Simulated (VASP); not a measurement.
# CdS (Hawleyite) (F-43m) in VASP: a series of runs, part 2 of 2

VASP 6.6.1. Earlier steps stand in the parts before.

### 3 Relaxation of cell and atoms, PBEsol

This run uses another cell than the first one, of 24.81 Å³/atom, 0.998 times its volume.

File INCAR:

```
SYSTEM = CdS
PREC = Accurate
ENCUT = 600
EDIFF = 1E-6
ISMEAR = 0
SIGMA = 0.03
LREAL = .FALSE.
LASPH = .TRUE.
NELM = 80
ALGO = Normal
ISIF = 3
LWAVE = .FALSE.
LCHARG = .FALSE.
GGA = PS
IBRION = 2
NSW = 90
EDIFFG = -0.01
KPAR = 4
```

File KPOINTS:

```
Automatic mesh
0
G
  8 8 8
  0 0 0
```

File POSCAR:

```
CdS
1.0
    0.0000000000      2.9165000000      2.9165000000
    2.9165000000      0.0000000000      2.9165000000
    2.9165000000      2.9165000000      0.0000000000
Cd S
1 1
Direct
    0.0000000000      0.0000000000      0.0000000000
    0.2500000000      0.2500000000      0.2500000000
```

Potentials or basis: VASP PAW PBE potentials, release 64 (Cd, S).

Started as:

```sh
> cat potpaw_PBE.64/Cd/POTCAR potpaw_PBE.64/S/POTCAR > POTCAR
> mpirun -np 4 vasp_std > vasp.out
```

OUTCAR:

```text
SYSTEM = CdS
   PREC = Accurate
   ENCUT = 600
   EDIFF = 1E-6
   ISMEAR = 0
   LREAL = .FALSE.
   LASPH = .TRUE.
   NELM = 80
   ISIF = 3
   GGA = PS
   IBRION = 2
   NSW = 90
   EDIFFG = -0.01

 ion  position               nearest neighbor table
   1  0.000  0.000  0.000-   2 2.53   2 2.53   2 2.53   2 2.53
   2  0.250  0.250  0.250-   1 2.53   1 2.53   1 2.53   1 2.53

  LATTYP: Found a face centered cubic cell.
 ALAT       =     5.8330000000

  Lattice vectors:

 A1 = (   0.0000000000,   2.9165000000,   2.9165000000)
 A2 = (   2.9165000000,   0.0000000000,   2.9165000000)
 A3 = (   2.9165000000,   2.9165000000,   0.0000000000)

Analysis of symmetry for initial positions (statically):
=====================================================================
 Subroutine PRICEL returns:
 Original cell was already a primitive cell.

 Routine SETGRP: Setting up the symmetry group for a
 face centered cubic supercell.

 Subroutine GETGRP returns: Found 24 space group operations
 (whereof 24 operations were pure point group operations)
 out of a pool of 48 trial point group operations.

The static configuration has the point symmetry T_d .

Analysis of symmetry for dynamics (positions and initial velocities):
=====================================================================
 Subroutine PRICEL returns:
 Original cell was already a primitive cell.

 Routine SETGRP: Setting up the symmetry group for a
 face centered cubic supercell.

 Subroutine GETGRP returns: Found 24 space group operations
 (whereof 24 operations were pure point group operations)
 out of a pool of 48 trial point group operations.

The dynamic configuration has the point symmetry T_d .

 Subroutine INISYM returns: Found 24 space group operations
 (whereof 24 operations are pure point group operations),
 and found     1 'primitive' translations

----------------------------------------------------------------------------------------

                                     Primitive cell

  volume of cell :      49.6153

  direct lattice vectors                    reciprocal lattice vectors
     0.000000000  2.916500000  2.916500000    -0.171438368  0.171438368  0.171438368
     2.916500000  0.000000000  2.916500000     0.171438368 -0.171438368  0.171438368
     2.916500000  2.916500000  0.000000000     0.171438368  0.171438368 -0.171438368

  length of vectors
     4.124553855  4.124553855  4.124553855     0.296939964  0.296939964  0.296939964

  position of ions in fractional coordinates (direct lattice)
     0.000000000  0.000000000  0.000000000
     0.250000000  0.250000000  0.250000000

  ion indices of the primitive-cell ions
   primitive index   ion index
[... 114 lines left out ...]
--------------------------------------- Ionic step        1  -------------------------------------------

 number of electron      17.9999999 magnetization

 Free energy of the ion-electron system (eV)
  ---------------------------------------------------
  ext. energy  EPLUGINS =         0.00000000
  ---------------------------------------------------
  free energy    TOTEN  =        -6.81366467 eV

  energy without entropy =       -6.81366467  energy(sigma->0) =       -6.81366467

------------------------ aborting loop because EDIFF is reached ----------------------------------------

  FORCE on cell =-STRESS in cart. coord.  units (eV):
  Direction    XX          YY          ZZ          XY          YZ          ZX
  --------------------------------------------------------------------------------------
  -------------------------------------------------------------------------------------
  Total        0.0278737      0.0278737      0.0278737      0.0000000      0.0000000     -0.0000000
  in kB        0.9000981      0.9000981      0.9000981      0.0000000      0.0000000     -0.0000000
  external PRESSURE =       0.9000981 kB  Pullay stress =       0.0000000 kB

 VOLUME and BASIS-vectors are now :
 -----------------------------------------------------------------------------
  energy-cutoff  :      600.00
  volume of cell :       49.62
      direct lattice vectors                 reciprocal lattice vectors
     0.000000000  2.916500000  2.916500000    -0.171438368  0.171438368  0.171438368
     2.916500000  0.000000000  2.916500000     0.171438368 -0.171438368  0.171438368
     2.916500000  2.916500000  0.000000000     0.171438368  0.171438368 -0.171438368

 POSITION                                       TOTAL-FORCE (eV/Angst)
 -----------------------------------------------------------------------------------
      0.00000      0.00000      0.00000         0.000000     -0.000000     -0.000000
      1.45825      1.45825      1.45825        -0.000000      0.000000      0.000000
 -----------------------------------------------------------------------------------
    total drift:                               -0.000000     -0.000000     -0.000000

  FREE ENERGIE OF THE ION-ELECTRON SYSTEM (eV)
  ---------------------------------------------------
  free  energy   TOTEN  =        -6.8136646705 eV

  energy  without entropy=       -6.8136646705  energy(sigma->0) =       -6.81366467

--------------------------------------- Ionic step        2  -------------------------------------------

 number of electron      17.9999999 magnetization

 Free energy of the ion-electron system (eV)
  ---------------------------------------------------
  ext. energy  EPLUGINS =         0.00000000
  ---------------------------------------------------
  free energy    TOTEN  =        -6.81367957 eV

  energy without entropy =       -6.81367957  energy(sigma->0) =       -6.81367957

 E-fermi :   1.3564     XC(G=0):  -9.3687

 val. band max:        1.1941215492   @ k =   0.0000   0.0000   0.0000
 cond. band min:       2.1983652753   @ k =   0.0000   0.0000   0.0000
 fundamental gap:      1.0042437262
 Fermi energy:         1.3564161589

 k-point     1 :       0.0000    0.0000    0.0000
  band No.  band energies     occupation
      1     -11.1777      2.00000
      2      -6.5277      2.00000
      3      -6.5277      2.00000
      4      -6.5277      2.00000
      5      -6.0423      2.00000
      6      -6.0423      2.00000
      7       1.1941      2.00000
      8       1.1941      2.00000
      9       1.1941      2.00000
     10       2.1984      0.00000
     11       7.6396      0.00000
     12       7.6396      0.00000
     13       7.6396      0.00000
[... 354 lines left out ...]
  band No.  band energies     occupation
      1     -10.6748      2.00000
      2      -6.3635      2.00000
      3      -6.3241      2.00000
      4      -6.0700      2.00000
      5      -6.0158      2.00000
      6      -5.5477      2.00000
      7      -2.9801      2.00000
      8      -0.7765      2.00000
      9      -0.0447      2.00000
     10       5.4790      0.00000
     11       6.8833      0.00000
     12       8.3109      0.00000
     13       9.4533      0.00000

 [... further k-points ...]

------------------------ aborting loop because EDIFF is reached ----------------------------------------

  FORCE on cell =-STRESS in cart. coord.  units (eV):
  Direction    XX          YY          ZZ          XY          YZ          ZX
  --------------------------------------------------------------------------------------
  -------------------------------------------------------------------------------------
  Total       -0.0105613     -0.0105613     -0.0105613      0.0000000      0.0000000      0.0000000
  in kB       -0.3403584     -0.3403584     -0.3403584      0.0000000      0.0000000      0.0000000
  external PRESSURE =      -0.3403584 kB  Pullay stress =       0.0000000 kB

 VOLUME and BASIS-vectors are now :
 -----------------------------------------------------------------------------
  energy-cutoff  :      600.00
  volume of cell :       49.72
      direct lattice vectors                 reciprocal lattice vectors
     0.000000000  2.918460913  2.918460913    -0.171323179  0.171323179  0.171323179
     2.918460913 -0.000000000  2.918460913     0.171323179 -0.171323179  0.171323179
     2.918460913  2.918460913  0.000000000     0.171323179  0.171323179 -0.171323179

 POSITION                                       TOTAL-FORCE (eV/Angst)
 -----------------------------------------------------------------------------------
      0.00000      2.91846      2.91846         0.000000      0.000000      0.000000
      1.45923      1.45923      1.45923        -0.000000     -0.000000     -0.000000
 -----------------------------------------------------------------------------------
    total drift:                               -0.000000     -0.000000     -0.000000

  FREE ENERGIE OF THE ION-ELECTRON SYSTEM (eV)
  ---------------------------------------------------
  free  energy   TOTEN  =        -6.8136795677 eV

  energy  without entropy=       -6.8136795677  energy(sigma->0) =       -6.81367957

 reached required accuracy - stopping structural energy minimisation
```

OSZICAR:

```text
N       E                     dE             d eps       ncg     rms          rms(c)
DAV:   1     0.120808246392E+03    0.12081E+03   -0.98627E+03   762   0.142E+03
DAV:   2    -0.159182041957E+01   -0.12240E+03   -0.11668E+03   849   0.312E+02
DAV:   3    -0.726896404913E+01   -0.56771E+01   -0.56542E+01   909   0.693E+01
[... 13 lines left out ...]
DAV:   2    -0.681375304503E+01    0.61990E-03   -0.15569E-03   834   0.659E-01    0.709E-02
DAV:   3    -0.681368954057E+01    0.63504E-04   -0.18102E-04   814   0.165E-01    0.590E-02
DAV:   4    -0.681368105071E+01    0.84899E-05   -0.10463E-05   769   0.381E-02    0.116E-02
DAV:   5    -0.681367968379E+01    0.13669E-05   -0.20871E-06   639   0.241E-02    0.349E-03
DAV:   6    -0.681367956767E+01    0.11611E-06   -0.30190E-07   382   0.767E-03
   2 F= -.68136796E+01 E0= -.68136796E+01  d E =-.148972E-04
```

CONTCAR:

```text
CdS
   1.00000000000000
     0.0000000000000000    2.9184609131597408    2.9184609131597408
     2.9184609131597408   -0.0000000000000000    2.9184609131597408
     2.9184609131597408    2.9184609131597408    0.0000000000000000
  Cd              S
     1     1
Direct
     1.0000000000000000    0.0000000000000000    0.0000000000000000
     0.2500000000000000    0.2500000000000000    0.2500000000000000

  0.00000000E+00  0.00000000E+00  0.00000000E+00
  0.00000000E+00  0.00000000E+00  0.00000000E+00
```

It took 9.4 s on 4 MPI ranks of AMD EPYC 9R45 (Zen 5), shared host; peak memory 0.2 GiB.

Results:

* Free energy: -6.8137 eV
* Relaxed volume: 24.86 Å³/atom
* Relaxed cell: a = 4.127 Å, b = 4.127 Å, c = 4.127 Å, α = 60.00°, β = 60.00°, γ = 60.00°
* Space group after relaxing (to 0.05 Å): F-43m (No. 216)
* Energy gained by relaxing: 0.0 meV/atom
* Ionic steps: 2
* Pressure after relaxing: 0.0 GPa
* Band gap on the k mesh: 1.00 eV, direct

Final structure:
```yaml
crystal:
  lattice:
    - [0.00000, 2.91846, 2.91846]
    - [2.91846, 0.00000, 2.91846]
    - [2.91846, 2.91846, 0.00000]
  atoms:
    - { symbol: Cd, position: [0.00000, 0.00000, 0.00000] }
    - { symbol: S, position: [0.25000, 0.25000, 0.25000] }
```

Caveat: the PAW data sets were made with another functional, which shifts forces and pressure a little.
